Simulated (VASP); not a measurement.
HgTe in VASP 6.6.1, single-point calculation

INCAR

```
SIGMA = 0.02
ISIF = 2
ISMEAR = -1
LREAL = .FALSE.
PREC = Accurate
LASPH = .TRUE.
EDIFF = 1E-7
LCHARG = .FALSE.
LWAVE = .FALSE.
NBANDS = 16
NSW = 0
IBRION = -1
NELM = 83
GGA = CA
ENCUT = 520
```

KPOINTS

```
KPOINTS created by Atomic Simulation Environment
0
Gamma
6 6 6
0 0 0
```

POSCAR

```
Hg Te
 1.0000000000000000
     3.2891580000000000    0.0000000000000000    3.2891580000000000
     0.0000000000000000    3.2891580000000000    3.2891580000000000
     3.2891580000000000    3.2891580000000000    0.0000000000000000
 Hg  Te
   1   1
Cartesian
  0.0000000000000000  0.0000000000000000  0.0000000000000000
  1.6445790000000000  1.6445790000000000  1.6445790000000000
```

The recommended LDA PAW datasets give the neutral cell 18 valence electrons.

Command

```
mpirun -np 1 vasp_std
```

How does this run end, and what does it give?

VASP stopped before the first electronic step.

Standard output (part)

```
|     EEEEEEE  RRRRRR   RRRRRR   OOOOOOO  RRRRRR      ###     ###     ###     |
|     E        R     R  R     R  O     O  R     R     ###     ###     ###     |
|     E        R     R  R     R  O     O  R     R     ###     ###     ###     |
|     EEEEE    RRRRRR   RRRRRR   O     O  RRRRRR       #       #       #      |
|     E        R    R   R    R   O     O  R    R      ###     ###     ###     |
|     EEEEEEE  R     R  R     R  OOOOOOO  R     R     ###     ###     ###     |
|     ERROR: the triple product of the basis vectors is negative exchange     |
|     two basis vectors                                                       |
|       ---->  I REFUSE TO CONTINUE WITH THIS SICK JOB ... BYE!!! <----       |
```

The fault: left-handed cell vectors.
